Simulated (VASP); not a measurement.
# KBr (Fm-3m) in VASP: settings compared, part 2 of 2

VASP 6.6.1.

## (3) Relaxation of cell and atoms, revPBE

INCAR

```
PREC = Accurate ; ENCUT = 600
EDIFF = 1E-6 ; ISMEAR = -1
SIGMA = 0.05 ; LREAL = False
LASPH = True ; NELM = 100
ALGO = Normal ; ISIF = 3
LWAVE = False ; LCHARG = False
GGA = RE ; IBRION = 2
NSW = 40 ; EDIFFG = -0.005
```

KPOINTS

```
regular mesh
0
Gamma
  7 7 7
```

POSCAR

```
KBr
1.0
    0.0000000000      3.3000000000      3.3000000000
    3.3000000000      0.0000000000      3.3000000000
    3.3000000000      3.3000000000      0.0000000000
Br K
1 1
Direct
    0.5000000000      0.5000000000      0.5000000000
    0.0000000000      0.0000000000      0.0000000000
```

Potentials or basis: VASP PAW PBE potentials, release 64 (Br, K_sv).

Started as:

```
> cat potpaw_PBE.64/Br/POTCAR potpaw_PBE.64/K_sv/POTCAR > POTCAR
> mpirun -np 1 vasp_std > vasp.out
```

OUTCAR:

```text
PREC = Accurate
   ENCUT = 600
   EDIFF = 1E-6
   ISMEAR = -1
   LREAL = False
   LASPH = True
   NELM = 100
   ISIF = 3
   GGA = RE
   IBRION = 2
   NSW = 40
   EDIFFG = -0.005

 ion  position               nearest neighbor table
   1  0.500  0.500  0.500-   2 3.30   2 3.30   2 3.30   2 3.30   2 3.30   2 3.30
   2  0.000  0.000  0.000-   1 3.30   1 3.30   1 3.30   1 3.30   1 3.30   1 3.30

  LATTYP: Found a face centered cubic cell.
 ALAT       =     6.6000000000

  Lattice vectors:

 A1 = (   0.0000000000,   3.3000000000,   3.3000000000)
 A2 = (   3.3000000000,   0.0000000000,   3.3000000000)
 A3 = (   3.3000000000,   3.3000000000,   0.0000000000)

Analysis of symmetry for initial positions (statically):
=====================================================================
 Subroutine PRICEL returns:
 Original cell was already a primitive cell.

 Routine SETGRP: Setting up the symmetry group for a
 face centered cubic supercell.

 Subroutine GETGRP returns: Found 48 space group operations
 (whereof 48 operations were pure point group operations)
 out of a pool of 48 trial point group operations.

The static configuration has the point symmetry O_h .

Analysis of symmetry for dynamics (positions and initial velocities):
=====================================================================
 Subroutine PRICEL returns:
 Original cell was already a primitive cell.

 Routine SETGRP: Setting up the symmetry group for a
 face centered cubic supercell.

 Subroutine GETGRP returns: Found 48 space group operations
 (whereof 48 operations were pure point group operations)
 out of a pool of 48 trial point group operations.

The dynamic configuration has the point symmetry O_h .

 Subroutine INISYM returns: Found 48 space group operations
 (whereof 48 operations are pure point group operations),
 and found     1 'primitive' translations

----------------------------------------------------------------------------------------

                                     Primitive cell

  volume of cell :      71.8740

  direct lattice vectors                    reciprocal lattice vectors
     0.000000000  3.300000000  3.300000000    -0.151515152  0.151515152  0.151515152
     3.300000000  0.000000000  3.300000000     0.151515152 -0.151515152  0.151515152
     3.300000000  3.300000000  0.000000000     0.151515152  0.151515152 -0.151515152

  length of vectors
     4.666904756  4.666904756  4.666904756     0.262431941  0.262431941  0.262431941

  position of ions in fractional coordinates (direct lattice)
     0.500000000  0.500000000  0.500000000
     0.000000000  0.000000000  0.000000000

  ion indices of the primitive-cell ions
   primitive index   ion index
                 1           1
                 2           2

----------------------------------------------------------------------------------------

 KPOINTS: regular mesh

Automatic generation of k-mesh.
 Grid dimensions read from file:
 generate k-points for:    7    7    7

 Generating k-lattice:

  Cartesian coordinates                     Fractional coordinates (reciprocal lattice)
    -0.021645022  0.021645022  0.021645022     0.142857143  0.000000000  0.000000000
     0.021645022 -0.021645022  0.021645022     0.000000000  0.142857143  0.000000000
     0.021645022  0.021645022 -0.021645022     0.000000000  0.000000000  0.142857143

  Length of vectors
     0.037490277  0.037490277  0.037490277

  Shift w.r.t. Gamma in fractional coordinates (k-lattice)
     0.000000000  0.000000000  0.000000000

 Subroutine IBZKPT returns following result:
 ===========================================

 Found     20 irreducible k-points:

 Following reciprocal coordinates:
            Coordinates               Weight
  0.000000  0.000000  0.000000      1.000000
  0.142857  0.000000  0.000000      8.000000
  0.285714  0.000000  0.000000      8.000000
  0.428571  0.000000  0.000000      8.000000
  0.142857  0.142857  0.000000      6.000000
  0.285714  0.142857  0.000000     24.000000
[... 12 lines left out ...]
 -0.428571  0.428571  0.142857     24.000000
 -0.285714  0.428571  0.142857     24.000000
   k-points           NKPTS =     20   k-points in BZ     NKDIM =     20   number of bands    NBANDS=     12
   number of dos      NEDOS =    301   number of ions     NIONS =      2
   total plane-waves  NPLWV =  64000
   dimension x,y,z NGX =    40 NGY =   40 NGZ =   40
   dimension x,y,z NGXF=    80 NGYF=   80 NGZF=   80
   ions per type =               1   1
   NGX,Y,Z   is equivalent  to a cutoff of  14.25, 14.25, 14.25 a.u.
   NGXF,Y,Z  is equivalent  to a cutoff of  28.50, 28.50, 28.50 a.u.
 SYSTEM =  unknown system
   PREC   = accura    normal or accurate (medium, high low for compatibility)
   ISTART =      0    job   : 0-new  1-cont  2-samecut
   ICHARG =      2    charge: 1-file 2-atom 10-const
   ISPIN  =      1    spin polarized calculation?
   LNONCOLLINEAR =      F non collinear calculations
   LSORBIT =      F    spin-orbit coupling
   LASPH  =      T    aspherical Exc in radial PAW
   ENCUT  =  600.0 eV  44.10 Ry    6.64 a.u.   9.32  9.32  9.32*2*pi/ulx,y,z
   NELM   =    100;   NELMIN=  2; NELMDL= -5     # of ELM steps
   EDIFF  = 0.1E-05   stopping-criterion for ELM
   LREAL  =      F    real-space projection
   EDIFFG = -.5E-02   stopping-criterion for IOM
   NSW    =     40    number of steps for IOM
   IBRION =      2    ionic relax: 0-MD 1-quasi-New 2-CG
   NFREE  =      1    steps in history (QN), initial steepest desc. (CG)
   ISIF   =      3    stress and relaxation
   ISYM   =      2    0-nonsym 1-usesym 2-fastsym
   POTIM  = 0.5000    time-step for ionic-motion
   TEBEG  =    0.0;   TEEND  =   0.0 temperature during run
   PSTRESS=    0.0 pullay stress
   NELECT =      16.0000    total number of electrons
   NUPDOWN=      -1.0000    fix difference up-down
   EMIN   =  10.00;   EMAX   =-10.00  energy-range for DOS
   EFERMI =   0.00;   METHOD = LEGACY
   ISMEAR =    -1;   SIGMA  =   0.05  broadening in eV -4-tet -1-fermi 0-gaus
   EFERMI_NEDOS =   21; number of points for ismear=-14 and -15
   IALGO  =     38    algorithm
   IMIX   =      4    mixing-type and parameters
     AMIX     =   0.40;   BMIX     =  1.00
     AMIX_MAG =   1.60;   BMIX_MAG =  1.00
  volume/ion in A,a.u.               =      35.94       242.51
  Fermi-wavevector in a.u.,A,eV,Ry     =   0.992181  1.874950 13.393889  0.984423
  Thomas-Fermi vector in A             =   2.123975
   LORBIT       =      0    0 simple, 1 ext, 2 COOP (PROOUT), +10 PAW based schemes
   GGA     = RE    functional components
   LHFCALC =     F    Hartree Fock is set to
   AEXX    =    0.0000 exact exchange contribution
   IVDW    =     0    specifies the selected vdW correction
   LEPSILON=     F    determine dielectric tensor
   LRPA    =     F    only Hartree local field effects (RPA)
 conjugate gradient relaxation of ions
 non-spin polarized calculation
  energy-cutoff  :      600.00
  volume of cell :       71.87
 maximum number of plane-waves:      2421
 NGX is ok and might be reduce to    40
   NGX = 19   NGY = 19   NGZ = 19

--------------------------------------- Ionic step        1  -------------------------------------------

 number of electron      16.0000000 magnetization

 Free energy of the ion-electron system (eV)
  ---------------------------------------------------
  ext. energy  EPLUGINS =         0.00000000
  ---------------------------------------------------
  free energy    TOTEN  =        -5.86653066 eV

  energy without entropy =       -5.86653066  energy(sigma->0) =       -5.86653066

------------------------ aborting loop because EDIFF is reached ----------------------------------------

  FORCE on cell =-STRESS in cart. coord.  units (eV):
  Direction    XX          YY          ZZ          XY          YZ          ZX
  --------------------------------------------------------------------------------------
  -------------------------------------------------------------------------------------
  Total        0.8589847      0.8589847      0.8589847      0.0000000      0.0000000      0.0000000
  in kB       19.1480337     19.1480337     19.1480337      0.0000000      0.0000000      0.0000000
  external PRESSURE =      19.1480337 kB  Pullay stress =       0.0000000 kB
[... 93 lines left out ...]
  energy  without entropy=       -5.9194448425  energy(sigma->0) =       -5.91944484

--------------------------------------- Ionic step        4  -------------------------------------------

 number of electron      16.0000000 magnetization

 Free energy of the ion-electron system (eV)
  ---------------------------------------------------
  ext. energy  EPLUGINS =         0.00000000
  ---------------------------------------------------
  free energy    TOTEN  =        -5.91981592 eV

  energy without entropy =       -5.91981592  energy(sigma->0) =       -5.91981592

 E-fermi :  -1.0029     XC(G=0):  -6.5564

 val. band max:       -2.0966423239   @ k =   0.0000   0.0000   0.0000
 cond. band min:       2.3027789048   @ k =   0.0000   0.0000   0.0000
 fundamental gap:      4.3994212287
 Fermi energy:        -1.0028637743

 k-point     1 :       0.0000    0.0000    0.0000
  band No.  band energies     occupation
      1     -30.2792      2.00000
      2     -14.2116      2.00000
      3     -13.7128      2.00000
      4     -13.7128      2.00000
      5     -13.7128      2.00000
      6      -2.0966      2.00000
      7      -2.0966      2.00000
      8      -2.0966      2.00000
      9       2.3028      0.00000
     10       5.6157      0.00000
     11       5.6157      0.00000
     12       5.6157      0.00000
[... 312 lines left out ...]
  FREE ENERGIE OF THE ION-ELECTRON SYSTEM (eV)
  ---------------------------------------------------
  free  energy   TOTEN  =        -5.9198159201 eV

  energy  without entropy=       -5.9198159201  energy(sigma->0) =       -5.91981592

 reached required accuracy - stopping structural energy minimisation
```

It took 84 s on 1 thread of Intel Xeon Platinum 8488C (Sapphire Rapids), shared host; peak memory 0.25 GiB.

Results:

- Free energy: -5.9198 eV
- Relaxed volume: 40.97 Å³/atom
- Relaxed cell: a = 4.875 Å, b = 4.875 Å, c = 4.875 Å, α = 60.00°, β = 60.00°, γ = 60.00°
- Space group after relaxing (to 0.05 Å): Fm-3m (No. 225)
- Energy gained by relaxing: 26.6 meV/atom
- Ionic steps: 4
- Pressure after relaxing: 0.0 GPa
- Band gap on the k mesh: 4.40 eV, direct

The path:
```csv
step,energy change (eV),largest force (eV/Å),pressure (GPa),volume (Å³)
1,0.0000,0.0000,1.91,71.87
2,-0.0389,0.0000,0.89,76.43
3,-0.0529,0.0000,0.13,81.06
4,-0.0533,0.0000,0.00,81.94
```

Final structure:
```
Br K
1.0
     0.00000    3.44742    3.44742
     3.44742    0.00000    3.44742
     3.44742    3.44742    0.00000
Br K
1 1
Direct
  0.50000 0.50000 0.50000
  0.00000 0.00000 0.00000
```

Levels at points of the mesh, in eV from the valence-band top:
| k point | band 4 | band 5 | band 6 | band 7 | band 8 | band 9 | band 10 | band 11 | band 12 |
| --- | --- | --- | --- | --- | --- | --- | --- | --- | --- |
| (0.00, 0.00, 0.00) | -11.62 | -11.62 | 0.00 | 0.00 | 0.00 | 4.40 | 7.71 | 7.71 | 7.71 |

Caveat: the PAW data sets were made with another functional, which shifts forces and pressure a little; an odd mesh through Γ misses points on the zone boundary, where band edges often lie. revPBE gives volumes clearly too large for solids.

## (4) Relaxation of cell and atoms, BLYP

Changes to INCAR since step 3:

```diff
@@ -6,3 +6,5 @@
 LWAVE = False ; LCHARG = False
-GGA = RE ; IBRION = 2
+GGA = B5 ; ALDAX = 1.0
+AGGAX = 1.0 ; AGGAC = 1.0
+ALDAC = 0.0 ; IBRION = 2
 NSW = 40 ; EDIFFG = -0.005
```

KPOINTS is that of step 3.

POSCAR is that of step 3.

Started as:

```
> cat potpaw_PBE.64/Br/POTCAR potpaw_PBE.64/K_sv/POTCAR > POTCAR
> mpirun -np 1 vasp_std > vasp.out
```

It took 2.6 min on 1 thread of Intel Xeon Platinum 8488C (Sapphire Rapids), shared host; peak memory 0.25 GiB.

Results (log left out):

```yaml
Free_energy: -5.8339 eV
Relaxed_volume: 39.74 Å³/atom
Relaxed_cell: a = 4.826 Å, b = 4.826 Å, c = 4.826 Å, α = 60.00°, β = 60.00°, γ = 60.00°
Space_group_after_relaxing_to_0.05_Å: Fm-3m (No. 225)
Energy_gained_by_relaxing: 16.5 meV/atom
Ionic_steps: 4
Pressure_after_relaxing: 0.0 GPa
Band_gap_on_the_k_mesh: 4.18 eV, direct
```

The path:
| step | energy change (eV) | largest force (eV/Å) | pressure (GPa) | volume (Å³) |
| --- | --- | --- | --- | --- |
| 1 | 0.0000 | 0.0000 | 1.54 | 71.87 |
| 2 | -0.0250 | 0.0000 | 0.69 | 75.53 |
| 3 | -0.0328 | 0.0000 | -0.10 | 80.08 |
| 4 | -0.0330 | 0.0000 | 0.00 | 79.49 |

Final structure:
```cif
data_structure
_symmetry_space_group_name_H-M 'P 1'
_symmetry_Int_Tables_number 1
_cell_length_a 4.8262
_cell_length_b 4.8262
_cell_length_c 4.8262
_cell_angle_alpha 60.000
_cell_angle_beta 60.000
_cell_angle_gamma 60.000
_cell_volume 79.49
loop_
_atom_site_label
_atom_site_type_symbol
_atom_site_fract_x
_atom_site_fract_y
_atom_site_fract_z
_atom_site_occupancy
Br1 Br 0.50000 0.50000 0.50000 1
K1 K 0.00000 0.00000 0.00000 1
```

Levels at points of the mesh, in eV from the valence-band top:
| k point | band 5 | band 6 | band 7 | band 8 | band 9 | band 10 | band 11 | band 12 |
| --- | --- | --- | --- | --- | --- | --- | --- | --- |
| (0.00, 0.00, 0.00) | -11.56 | 0.00 | 0.00 | 0.00 | 4.18 | 7.49 | 7.49 | 7.49 |

Caveat: the PAW data sets were made with another functional, which shifts forces and pressure a little; an odd mesh through Γ misses points on the zone boundary, where band edges often lie. BLYP gives volumes clearly too large for solids.

## (5) Relaxation of cell and atoms, AM05

INCAR

```
PREC = Accurate ; ENCUT = 600
EDIFF = 1E-6 ; ISMEAR = -1
SIGMA = 0.05 ; LREAL = False
LASPH = True ; NELM = 100
ALGO = Normal ; ISIF = 3
LWAVE = False ; LCHARG = False
GGA = AM ; IBRION = 2
NSW = 40 ; EDIFFG = -0.005
```

KPOINTS is that of step 4.

POSCAR is that of step 4.

Potentials or basis: VASP PAW PBE potentials, release 64 (Br, K_sv).

Started as:

```
> cat potpaw_PBE.64/Br/POTCAR potpaw_PBE.64/K_sv/POTCAR > POTCAR
> mpirun -np 1 vasp_std > vasp.out
```

OUTCAR:

```text
PREC = Accurate
   ENCUT = 600
   EDIFF = 1E-6
   ISMEAR = -1
   LREAL = False
   LASPH = True
   NELM = 100
   ISIF = 3
   GGA = AM
   IBRION = 2
   NSW = 40
   EDIFFG = -0.005

 ion  position               nearest neighbor table
   1  0.500  0.500  0.500-   2 3.30   2 3.30   2 3.30   2 3.30   2 3.30   2 3.30
   2  0.000  0.000  0.000-   1 3.30   1 3.30   1 3.30   1 3.30   1 3.30   1 3.30

  LATTYP: Found a face centered cubic cell.
 ALAT       =     6.6000000000

  Lattice vectors:

 A1 = (   0.0000000000,   3.3000000000,   3.3000000000)
 A2 = (   3.3000000000,   0.0000000000,   3.3000000000)
 A3 = (   3.3000000000,   3.3000000000,   0.0000000000)

Analysis of symmetry for initial positions (statically):
=====================================================================
[... 177 lines left out ...]
  Total        0.2158726      0.2158726      0.2158726      0.0000000      0.0000000      0.0000000
  in kB        4.8121172      4.8121172      4.8121172      0.0000000      0.0000000      0.0000000
  external PRESSURE =       4.8121172 kB  Pullay stress =       0.0000000 kB
[... 95 lines left out ...]
--------------------------------------- Ionic step        4  -------------------------------------------

 number of electron      15.9999999 magnetization

 Free energy of the ion-electron system (eV)
  ---------------------------------------------------
  ext. energy  EPLUGINS =         0.00000000
  ---------------------------------------------------
  free energy    TOTEN  =        -6.13622099 eV

  energy without entropy =       -6.13622099  energy(sigma->0) =       -6.13622099

 E-fermi :  -0.7071     XC(G=0):  -7.1667

 val. band max:       -1.8542469509   @ k =   0.0000   0.0000   0.0000
 cond. band min:       2.5523526326   @ k =   0.0000   0.0000   0.0000
 fundamental gap:      4.4065995835
 Fermi energy:        -0.7070763168

 k-point     1 :       0.0000    0.0000    0.0000
  band No.  band energies     occupation
      1     -29.5658      2.00000
      2     -14.0968      2.00000
      3     -13.1453      2.00000
      4     -13.1453      2.00000
      5     -13.1453      2.00000
      6      -1.8542      2.00000
      7      -1.8542      2.00000
      8      -1.8542      2.00000
      9       2.5524      0.00000
     10       5.7648      0.00000
     11       5.7648      0.00000
     12       5.7648      0.00000
[... 312 lines left out ...]
  FREE ENERGIE OF THE ION-ELECTRON SYSTEM (eV)
  ---------------------------------------------------
  free  energy   TOTEN  =        -6.1362209918 eV

  energy  without entropy=       -6.1362209918  energy(sigma->0) =       -6.13622099

 reached required accuracy - stopping structural energy minimisation
```

CONTCAR:

```text
KBr
   1.00000000000000
     0.0000000000000000    3.3374883696988440    3.3374883696988440
     3.3374883696988440    0.0000000000000000    3.3374883696988440
     3.3374883696988440    3.3374883696988440    0.0000000000000000
  Br              K
     1     1
Direct
     0.5000000000000000    0.5000000000000000    0.5000000000000000
     0.0000000000000000    0.0000000000000000    0.0000000000000000

  0.00000000E+00  0.00000000E+00  0.00000000E+00
  0.00000000E+00  0.00000000E+00  0.00000000E+00
```

Run time: 1.9 min. Hardware: 1 thread of Intel Xeon Platinum 8488C (Sapphire Rapids), shared host; peak memory 0.25 GiB.

What came out:

```yaml
Free_energy: -6.1362 eV
Relaxed_volume: 37.18 Å³/atom
Relaxed_cell: a = 4.720 Å, b = 4.720 Å, c = 4.720 Å, α = 60.00°, β = 60.00°, γ = 60.00°
Space_group_after_relaxing_to_0.05_Å: Fm-3m (No. 225)
Energy_gained_by_relaxing: 1.8 meV/atom
Ionic_steps: 4
Pressure_after_relaxing: 0.0 GPa
Band_gap_on_the_k_mesh: 4.41 eV, direct
```

Step by step:
| step | energy change (eV) | largest force (eV/Å) | pressure (GPa) | volume (Å³) |
| --- | --- | --- | --- | --- |
| 1 | 0.0000 | 0.0000 | 0.48 | 71.87 |
| 2 | -0.0026 | 0.0000 | 0.25 | 73.00 |
| 3 | -0.0036 | 0.0000 | 0.05 | 74.05 |
| 4 | -0.0037 | 0.0000 | 0.01 | 74.35 |

Final structure:
```yaml
crystal:
  lattice:
    - [0.00000, 3.33749, 3.33749]
    - [3.33749, 0.00000, 3.33749]
    - [3.33749, 3.33749, 0.00000]
  atoms:
    - { symbol: Br, position: [0.50000, 0.50000, 0.50000] }
    - { symbol: K, position: [0.00000, 0.00000, 0.00000] }
```

Levels at points of the mesh, in eV from the valence-band top:
| k point | band 5 | band 6 | band 7 | band 8 | band 9 | band 10 | band 11 | band 12 |
| --- | --- | --- | --- | --- | --- | --- | --- | --- |
| (0.00, 0.00, 0.00) | -11.29 | 0.00 | 0.00 | 0.00 | 4.41 | 7.62 | 7.62 | 7.62 |

Caveat: the PAW data sets were made with another functional, which shifts forces and pressure a little; an odd mesh through Γ misses points on the zone boundary, where band edges often lie. Expect the measured gap to be larger: semilocal functionals such as AM05 lack the derivative discontinuity.

## (6) For comparison

An earlier run on the cell as given: functional PBE; potentials or basis VASP PAW PBE potentials, release 64 (Br, K_sv); cutoff 520 eV; k mesh 7 × 7 × 7; occupations fermi-dirac, width 0.05 eV; no spin polarisation.

- Pressure: 0.8 GPa
- Band gap on the k mesh: 4.43 eV, direct

## (7) Overview

```tsv
task	level	cell	cutoff (eV)	gap on the mesh (eV)	pressure (GPa)	relaxed volume (Å³/atom)
relaxation of cell and atoms	RPBE	relaxed	600	4.39	0.0	41.52
relaxation of cell and atoms	revPBE	relaxed	600	4.40	0.0	40.97
relaxation of cell and atoms	BLYP	relaxed	600	4.18	0.0	39.74
relaxation of cell and atoms	AM05	relaxed	600	4.41	0.0	37.18
single point	PBE	as given	520	4.43	0.8	-
```

Alike in all rows: potentials or basis VASP PAW PBE potentials, release 64 (Br, K_sv); no spin polarisation; k mesh 7 × 7 × 7; smearing fermi-dirac 0.05 eV.

Caveats: an odd mesh through Γ misses points on the zone boundary, where band edges often lie; the PAW data sets were made with another functional, which shifts forces and pressure a little (some runs); the volume moved by over 15 % at a fixed basis, so the end points are rough (some runs).

Absolute energies hang on the potentials; compare differences alone.
